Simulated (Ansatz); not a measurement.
A plane-wave DFT run in Ansatz 0.2.0 (scalar-relativistic PAW potentials unless the input names others): input and command.

```yaml
crystal:
  lattice:
    - [0.0, 2.1222213983, 2.1222213983]
    - [2.1222213983, 0.0, 2.1222213983]
    - [2.1222213983, 2.1222213983, 0.0]
  atoms:
    - { symbol: Mg, position: [0.0, 0.0, 0.0] }
    - { symbol: O, position: [0.5, 0.5, 0.5] }
basis:
  ecutwfc: 420
kpoints:
  mp_grid: { grid: [10, 10, 10] }
hamiltonian:
  xc: pbe
scf:
  occupations: { method: gaussian, width: 2.0 }
  max_iter: 80
output:
  forces: true
  eigenvalues: true
  stress: true
```

```bash
ansatz run input.yaml --threads 1 --pin off --max-ram 3072MiB --backend cpu --events-out ev --progress --plain --runs-dir out
```

Abridged log:
```
band count auto-derived: 14 (N_el = 16.0; filled up to band 8; 12 by the electrons, moments and atoms)
Pseudopotentials: kind: paw
Pseudopotential: Mg, paw, valence charge 10, recommended cutoff 420 eV (normal)
Pseudopotential: O, paw, valence charge 6, recommended cutoff 420 eV (normal)
Functional definition: PBE
Crystal: 2 atoms, lattice volume = 19.116 Å³
Basis set: ecut = 420 eV, 339 PW (Γ), exchange–correlation on 48×48×48 points (8 copies of the dense FFT grid, shifted against one another)
Bands: 14, of which v1, the nominal top of the filled ones, is band 8 counted from 1 (7 counted from 0)
Symmetry: 48 space group operations
Space group: Fm-3m (ITA 225), of the structure as read, at distance tolerance 2.7e-5 Å
k-points: 47 of 1000
Initial density: superposition of atomic densities (neutral atoms: chi_scale 0, normalization atom), corrected by the library's trained network
Initial wavefunctions: pseudopotential atomic-orbital guess
Functional: x = pbe(κ = 0.804, μ = 0.21951497), c = pbe(β = 0.06672455)
SCF iter   1: F=—  HF=-2494.144328 eV  |F-HF|=—  |Δ(HF+E_count)|=         —  Δρ=6.21e-4  dr2=1.45e-5  ethr=1.77e-3  ⟨swp⟩=4.5  Hψ=3354  notcnv=0
SCF iter   2: F=—  HF=-2494.144198 eV  |F-HF|=—  |Δ(HF+E_count)|=   1.30e-4  Δρ=4.61e-4  dr2=3.03e-5  ethr=9.04e-8  ⟨swp⟩=2.6  Hψ=1475  notcnv=0
SCF iter   3: F=—  HF=-2494.144222 eV  |F-HF|=—  |Δ(HF+E_count)|=   2.35e-5  Δρ=2.13e-4  dr2=6.06e-6  ethr=9.04e-8  ⟨swp⟩=2.1  Hψ=767  notcnv=0
SCF iter   4: F=—  HF=-2494.144233 eV  |F-HF|=—  |Δ(HF+E_count)|=   1.17e-5  Δρ=5.67e-5  dr2=3.55e-7  ethr=3.78e-8  ⟨swp⟩=2.0  Hψ=836  notcnv=0
SCF iter   5: F=-2494.144233 eV  HF=-2494.144233 eV  |F-HF|=2.62e-8  |Δ(HF+E_count)|=   9.08e-8  Δρ=1.59e-5  dr2=3.21e-8  ethr=2.22e-9  ⟨swp⟩=1.7  Hψ=743  notcnv=0
SCF iter   6: F=-2494.144233 eV  HF=-2494.144233 eV  |F-HF|=2.73e-9  |Δ(HF+E_count)|=   8.74e-9  Δρ=5.01e-6  dr2=3.27e-9  ethr=2.01e-10  ⟨swp⟩=2.6  Hψ=1979  notcnv=0
SCF 1 converged in 6 iterations: F = -2494.144233 eV  dr2 = 3.27e-9
SCF converged after 6 iterations
Free energy (F): -2494.144233 eV
Harris-Foulkes:  -2494.144233 eV  (|F-HF|=2.73e-9)
Internal energy: -2494.102601 eV  (E = F + TS)
E sigma→0 (E₀):  -2494.123417 eV
Entropy (-TS):   -0.041632 eV (-20.816 meV/atom)
Fermi energy:    11.210781 eV
--- Forces (eV/Å), atoms counted from 1 ---
  atom   1  Mg     0.00000000     0.00000000     0.00000000
  atom   2  O      0.00000000     0.00000000     0.00000000
--- Stress (GPa, compression-positive) ---
        1.475650       0.000000       0.000000
        0.000000       1.475650       0.000000
        0.000000       0.000000       1.475650
  P = ⅓ Tr σ = 1.4757 GPa (14.757 kbar)
```

Problem. What should be changed?

Solution. The fault is a smearing of electronvolts (scf.occupations: {"method": "fixed"} → {"method": "gaussian", "width": 2.0}, the first being the value of the sound run). Setting it back cures it. The run converged all the same, with an energy at zero smearing 7.55 meV/atom above the reference's, pressure 1.48 GPa, largest force 0.000 eV/Å, gap on the mesh 4.53 eV, so convergence alone doesn't show that an input is right. A reference run on usual settings, whose relaxation ended at this geometry, converged, and the end of its own relaxation has pressure 1.00 GPa, largest force 0.000 eV/Å, gap on the mesh 4.52 eV (its cell was held, or driven to that pressure on purpose).

It took 3 s on 1 thread of Intel(R) Xeon(R) Processor @ 2.50GHz (Skylake/Cascade Lake) (shared host), peak memory 0.28 GiB.